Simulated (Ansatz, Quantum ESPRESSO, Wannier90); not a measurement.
# straight K chain, spacing 4.10 Å: Wannier functions and conductance, part 3 of 5

Aim: a Wannier model and the conductance steps that follow from it, for this wire: straight K chain, spacing 4.10 Å.

Quantum ESPRESSO 7.5 and Wannier90 3.1.0; plane-wave DFT, PBE, GBRV ultrasoft pseudopotentials; cross-check by Ansatz 0.2.0 with PAW datasets.

So far. Step 2 (SCF with pw.x): The run needed 13 iterations to bring the estimated error under 1e-07 Ry.

## Step 6: Wannier functions and transport

Level of this step: maximally localised Wannier functions and ballistic conductance; plane-wave DFT, PBE, GBRV ultrasoft pseudopotentials (Wannier90).

After disentangling and localising, transport_mode = bulk builds principal layers from hoppings within dist_cutoff and counts open channels.

wan.win

```
num_wann = 1
num_bands = 11
num_iter = 200
num_print_cycles = 20
conv_tol = 1e-8
conv_window = 5
guiding_centres = true
dis_num_iter = 1500
dis_conv_tol = 1e-8
dis_win_min = -12.4585
dis_win_max = 7.5415
dis_froz_max = 0.0415
search_shells = 120
fermi_energy = -1.4585

transport = true
transport_mode = bulk
one_dim_axis = z
dist_cutoff = 16.3
dist_cutoff_mode = one_dim
tran_win_min = -4.0
tran_win_max = 2.0
tran_energy_step = 0.02

bands_plot = true
bands_num_points = 96
begin kpoint_path
G 0.0 0.0 0.0 Z 0.0 0.0 0.5
end kpoint_path

begin projections
K:s
end projections

begin unit_cell_cart
ang
  8.0000000000 0.0000000000 0.0000000000
  0.0000000000 8.0000000000 0.0000000000
  0.0000000000 0.0000000000 4.1000000000
end unit_cell_cart

begin atoms_frac
  K  0.0000000000 0.0000000000 0.0000000000
end atoms_frac

mp_grid = 1 1 8
begin kpoints
  0.0 0.0 0.0000000000
  0.0 0.0 0.1250000000
  0.0 0.0 0.2500000000
  0.0 0.0 0.3750000000
  0.0 0.0 0.5000000000
  0.0 0.0 0.6250000000
  0.0 0.0 0.7500000000
  0.0 0.0 0.8750000000
end kpoints
```

On the command line:

```
OMP_NUM_THREADS=1 wannier90.x wan > wan.run.log
```

What it wrote:

```text
[banner, memory and clock lines left out]
+---------------------------------------------------+
             |                                                   |
             |                   WANNIER90                       |
             |                                                   |
             +---------------------------------------------------+
             |                                                   |
             |        Welcome to the Maximally-Localized         |
             |        Generalized Wannier Functions code         |
             |                             |
             |                                                   |
             |                                                   |
             |  Wannier90 Developer Group:                       |
             |    Giovanni Pizzi    (EPFL)                       |
             |    Valerio Vitale    (Cambridge)                  |
             |    David Vanderbilt  (Rutgers University)         |
             |    Nicola Marzari    (EPFL)                       |
             |    Ivo Souza         (Universidad del Pais Vasco) |
             |    Arash A. Mostofi  (Imperial College London)    |
             |    Jonathan R. Yates (University of Oxford)       |
             |                                                   |
             |  For the full list of Wannier90 3.x authors,      |
             |  please check the code documentation and the      |
             |  README on the GitHub page of the code            |
             |                                                   |
             |                                                   |
             |                                                   |
             |  [ref] "Wannier90 as a community code:            |
             |        new features and applications",            |
             |        165902 (2020).                             |
             |            |
             |                                                   |
             |  in any publications arising from the use of      |
             |                                                   |
             |  [ref] "Maximally Localized Generalised Wannier   |
             |         Functions for Composite Energy Bands"     |
             |         N. Marzari and D. Vanderbilt              |
             |         Phys. Rev. B 56 12847 (1997)              |
             |                                                   |
             |  [ref] "Maximally Localized Wannier Functions     |
             |         for Entangled Energy Bands"               |
             |         I. Souza, N. Marzari and D. Vanderbilt    |
             |         Phys. Rev. B 65 035109 (2001)             |
             |                                                   |
             |                                                   |
             | Copyright (c) 1996-2020                           |
             |        The Wannier90 Developer Group and          |
             |        individual contributors                    |
             |                                                   |
             |      Release: 3.1.0        5th March    2020      |
             |                                                   |
             | This program is free software; you can            |
             | redistribute it and/or modify it under the terms  |
             | of the GNU General Public License as published by |
             | the Free Software Foundation; either version 2 of |
             | the License, or (at your option) any later version|
             |                                                   |
             | This program is distributed in the hope that it   |
             | will be useful, but WITHOUT ANY WARRANTY; without |
             | even the implied warranty of MERCHANTABILITY or   |
             | FITNESS FOR A PARTICULAR PURPOSE. See the GNU     |
             | General Public License for more details.          |
             |                                                   |
             | You should have received a copy of the GNU General|
             | Public License along with this program; if not,   |
             | write to the Free Software Foundation, Inc.,      |
             | 675 Mass Ave, Cambridge, MA 02139, USA.           |
             |                                                   |
             +---------------------------------------------------+
[date or host left out]
             +---------------------------------------------------+

 ******************************************************************************
 * -> Using CODATA 2006 constant values                                       *
 *    (                      *
 * -> Using Bohr value from CODATA                                            *
 ******************************************************************************

 Running in serial (with parallel executable)

                                    ------
                                    SYSTEM
                                    ------

                              Lattice Vectors (Ang)
                    a_1     8.000000   0.000000   0.000000
                    a_2     0.000000   8.000000   0.000000
                    a_3     0.000000   0.000000   4.100000

                   Unit Cell Volume:     262.40000  (Ang^3)

                        Reciprocal-Space Vectors (Ang^-1)
                    b_1     0.785398   0.000000   0.000000
                    b_2     0.000000   0.785398   0.000000
                    b_3     0.000000   0.000000   1.532484

 *----------------------------------------------------------------------------*
 |   Site       Fractional Coordinate          Cartesian Coordinate (Ang)     |
 +----------------------------------------------------------------------------+
 | K    1   0.00000   0.00000   0.00000   |    0.00000   0.00000   0.00000    |
 *----------------------------------------------------------------------------*
                                ------------
                                K-POINT GRID
                                ------------

             Grid size =  1 x  1 x  8      Total points =    8

 *---------------------------------- MAIN ------------------------------------*
 |  Number of Wannier Functions               :                 1             |
 |  Number of Objective Wannier Functions     :                 1             |
 |  Number of input Bloch states              :                11             |
 |  Output verbosity (1=low, 5=high)          :                 1             |
[...]
Reading overlaps from wan.mmn    :  Created on   at 18:49:45

 Reading projections from wan.amn :  Created on   at 18:49:45

 Time to read overlaps          0.005 (sec)

 *------------------------------- DISENTANGLE --------------------------------*
 +----------------------------------------------------------------------------+
 |                              Energy  Windows                               |
 |                              ---------------                               |
 |                   Outer:  -12.45850  to    7.54150  (eV)                   |
 |                   Inner:  -12.45850  to    0.04150  (eV)                   |
 +----------------------------------------------------------------------------+
   Number of target bands to extract:    1

                   Unitarised projection of Wannier functions
   A_mn = <psi_m|g_n> --> S = A.A^+ --> U = S^-1/2.A
   In dis_project... done
   Using an inner window (linner = T)
   In dis_proj_froz... done

                   Extraction of optimally-connected subspace
 +---------------------------------------------------------------------+<-- DIS
 |  Iter     Omega_I(i-1)      Omega_I(i)      Delta (frac.)    Time   |<-- DIS
 +---------------------------------------------------------------------+<-- DIS
       1       6.28891978       5.62548273       1.179E-01      0.00    <-- DIS
       2       5.66744262       5.62548273       7.459E-03      0.00    <-- DIS
       3       5.64646268       5.62548273       3.729E-03      0.00    <-- DIS
       4       5.63597270       5.62548273       1.865E-03      0.00    <-- DIS
       5       5.63072772       5.62548273       9.324E-04      0.00    <-- DIS
       6       5.62810522       5.62548273       4.662E-04      0.00    <-- DIS
       7       5.62679397       5.62548273       2.331E-04      0.00    <-- DIS
       8       5.62613835       5.62548273       1.165E-04      0.00    <-- DIS
       9       5.62581054       5.62548273       5.827E-05      0.00    <-- DIS
      10       5.62564663       5.62548273       2.914E-05      0.00    <-- DIS
      11       5.62556468       5.62548273       1.457E-05      0.00    <-- DIS
      12       5.62552370       5.62548273       7.284E-06      0.00    <-- DIS
      13       5.62550322       5.62548273       3.642E-06      0.00    <-- DIS
      14       5.62549297       5.62548273       1.821E-06      0.00    <-- DIS
      15       5.62548785       5.62548273       9.105E-07      0.00    <-- DIS
      16       5.62548529       5.62548273       4.553E-07      0.00    <-- DIS
      17       5.62548401       5.62548273       2.276E-07      0.00    <-- DIS
      18       5.62548337       5.62548273       1.138E-07      0.00    <-- DIS
      19       5.62548305       5.62548273       5.691E-08      0.00    <-- DIS
      20       5.62548289       5.62548273       2.845E-08      0.00    <-- DIS
      21       5.62548281       5.62548273       1.423E-08      0.00    <-- DIS
      22       5.62548277       5.62548273       7.113E-09      0.00    <-- DIS
      23       5.62548275       5.62548273       3.557E-09      0.00    <-- DIS
      24       5.62548274       5.62548273       1.778E-09      0.00    <-- DIS

             <<<      Delta < 1.000E-08  over  3 iterations     >>>
             <<< Disentanglement convergence criteria satisfied >>>

        Final Omega_I     5.62548273 (Ang^2)

 +----------------------------------------------------------------------------+

 Time to disentangle bands      0.001 (sec)

 Writing checkpoint file wan.chk... done

 *------------------------------- WANNIERISE ---------------------------------*
 +--------------------------------------------------------------------+<-- CONV
 | Iter  Delta Spread     RMS Gradient      Spread (Ang^2)      Time  |<-- CONV
 +--------------------------------------------------------------------+<-- CONV

 Initial State
  WF centre and spread    1  ( -0.000000, -0.000000, -2.050000 )    18.93377157
  Sum of centres and spreads ( -0.000000, -0.000000, -2.050000 )    18.93377157

      0     0.189E+02     0.0000000000       18.9337715702       0.00  <-- CONV
        O_D=     13.3082888 O_OD=      0.0000000 O_TOT=     18.9337716 <-- SPRD
 Cycle:      1
  WF centre and spread    1  ( -0.000000, -0.000000, -2.050000 )    10.13002563
  Sum of centres and spreads ( -0.000000, -0.000000, -2.050000 )    10.13002563

      1    -0.880E+01    16.0528415720       10.1300256263       0.00  <-- CONV
        O_D=      4.5045429 O_OD=      0.0000000 O_TOT=     10.1300256 <-- SPRD
 Delta: O_D= -0.8803746E+01 O_OD=  0.0000000E+00 O_TOT= -0.8803746E+01 <-- DLTA

             <<<     Delta < 1.000E-08  over  5 iterations     >>>
             <<< Wannierisation convergence criteria satisfied >>>

 Final State
  WF centre and spread    1  ( -0.000000, -0.000000, -2.050000 )     5.62548273
  Sum of centres and spreads ( -0.000000, -0.000000, -2.050000 )     5.62548273

         Spreads (Ang^2)       Omega I      =     5.625482728
        ================       Omega D      =     0.000000000
                               Omega OD     =     0.000000000
    Final Spread (Ang^2)       Omega Total  =     5.625482728
 Time for wannierise            0.000 (sec)

 Writing checkpoint file wan.chk... done

 *---------------------------------------------------------------------------*
 |                               PLOTTING                                    |
 *---------------------------------------------------------------------------*

 Translated centres
    translation centre in fractional coordinate:  0.000000  0.000000  0.000000
  WF centre     1  ( -0.000000, -0.000000, -2.050000 )

 Calculating interpolated band-structure

 Time to calculate interpolated band structure       0.001 (sec)

 Time for plotting              0.003 (sec)

 *---------------------------------------------------------------------------*
 |                              TRANSPORT                                    |
 *---------------------------------------------------------------------------*

 Calculation of Quantum Conductance and DoS: bulk mode

 Maximum imaginary part of the real-space Hamiltonian:     0.000000

     Maximum real part of the real-space Hamiltonian at each lattice point
            Lattice point R           Max |H_ij(R)|
                  -5                     0.000000
                  -4                     0.000000
                  -3                     0.062943
                  -2                     0.118844
                  -1                     0.499871
                   0                     1.281524
                   1                     0.499871
                   2                     0.118844
                   3                     0.062943
                   4                     0.000000
                   5                     0.000000

 Number of unit cells inside the principal layer:     3
 Number of Wannier Functions inside the principal layer:     3

 Calculating quantum conductance and density of states... done

 Time for transport             0.005 (sec)
 Total Execution Time           0.029 (sec)

 *===========================================================================*
 |                             TIMING INFORMATION                            |
 *===========================================================================*
 |    Tag                                                Ncalls      Time (s)|
 |---------------------------------------------------------------------------|
 |kmesh: get                                        :         1         0.010|
 |overlap: allocate                                 :         1         0.000|
 |overlap: read                                     :         1         0.005|
 |dis: main                                         :         1         0.001|
 |wann: main                                        :         1         0.000|
 |plot: main                                        :         1         0.003|
 |tran: main                                        :         1         0.005|
 *---------------------------------------------------------------------------*

 All done: wannier90 exiting
[key lines of the parts left out:]
|  Fermi energy (eV)                         :            -1.458             |
```

It took 0.47 s on 1 MPI rank of Arm Neoverse V1, shared host; peak memory 0.09 GiB.

This step gave:

| Property | Result |
| --- | --- |
| lead channels at the Fermi level, one spin | 1.0000 |
| total spread | 5.625 Å² |
| gauge-invariant spread | 5.625 Å² |
| largest misfit to plane-wave levels between mesh points, inside the frozen window | 0.1187 eV |

Per spin. The quantum conductance of the perfect wire, open channels by energy, zero at the Fermi level:

```
energy (eV)  quantum conductance of the perfect wire, open channels
     -0.800                                                  7.0e-7
     -0.600                                                       1
     -0.400                                                   1.000
     -0.200                                                   1.000
      0.000                                                       1
      0.200                                                       1
      0.400                                                       1
      0.600                                                       1
      0.800                                                       1
      1.000                                                       1
      1.200                                                       1
      1.400                                                   1.000
      1.600                                                  5.2e-6
```

Wannier functions:

```
no.  x (Å)  y (Å)  z (Å)  spread (Å²)
  1      0      0  -2.05        5.625
```

Electronic bands along the path, in eV, zero at the Fermi level; # counts the bands kept:

```
  point     #1
      Γ  -0.66
halfway  -0.01
      Z   1.59
```

The electronic bands as a text plot (rows in eV):

```
    1.5 |                                                    ****
    1.5 |                                                  **
    1.4 |                                                 *
    1.3 |                                                *
    1.2 |                                              **
    1.1 |                                             *
    1.0 |                                            *
    0.9 |                                           *
    0.8 |                                          *
    0.7 |                                         *
    0.6 |                                       **
    0.5 |                                      *
    0.4 |                                     *
    0.3 |                                   **
    0.2 |                                 **
    0.1 |                               **
    0.0 |                            ***
    0.0 |                         ***
   -0.1 |                       **
   -0.2 |                    ***
   -0.3 |                  **
   -0.4 |               ***
   -0.5 |           ****
   -0.6 |***********
         Γ                                                      Z
```

Bands and channels are those of the Wannier model: bands that were not projected, and all outside the frozen window, are missing or only approximate.

## Step 7: Neighbour list from wannier90 -pp, with dis_win_max − E_F = 4.0

How much does a setting matter? One run is repeated with a change.

wan_w.win, as its differences from the input of step 6:

```diff
@@ -10,3 +10,3 @@
 dis_win_min = -12.4585
-dis_win_max = 7.5415
+dis_win_max = 2.5415
 dis_froz_max = 0.0415
```

On the command line:

```
OMP_NUM_THREADS=1 wannier90.x -pp wan_w > wan_w.pp.log
```

Elapsed: 0.45 s, on 1 MPI rank; peak memory 0.09 GiB.

## Step 8: Overlaps and projections

The same post-processing, on the changed run.

wan_w.p2w.in

```
&inputpp
  prefix = 'nscf'
  outdir = './out'
  seedname = 'wan_w'
  write_mmn = .true.
  write_amn = .true.
  write_unk = .false.
/
```

On the command line:

```
OMP_NUM_THREADS=1 mpirun -n 2 pw2wannier90.x -in wan_w.p2w.in > wan_w.p2w.out
```

Run time: 1.6 s. Hardware: 2 MPI ranks; peak memory 0.13 GiB.

(Continued in part 4 of 5.)

[Logs are printed without paths, hosts, clocks, repeated set-up lines and the standing remarks that a program may print on its own settings, such as how far it seeks lower states.]

[Hosts, paths, dates, database ids (printed as entryN), source tags and the programs' standing remarks are cut or masked in the printed files.]

[Maps of the electrostatic potential energy from Ansatz leave out the sawtooth potential of an applied field or a dipole correction, so their vacuum need not be flat; planar profiles and work functions include it.]
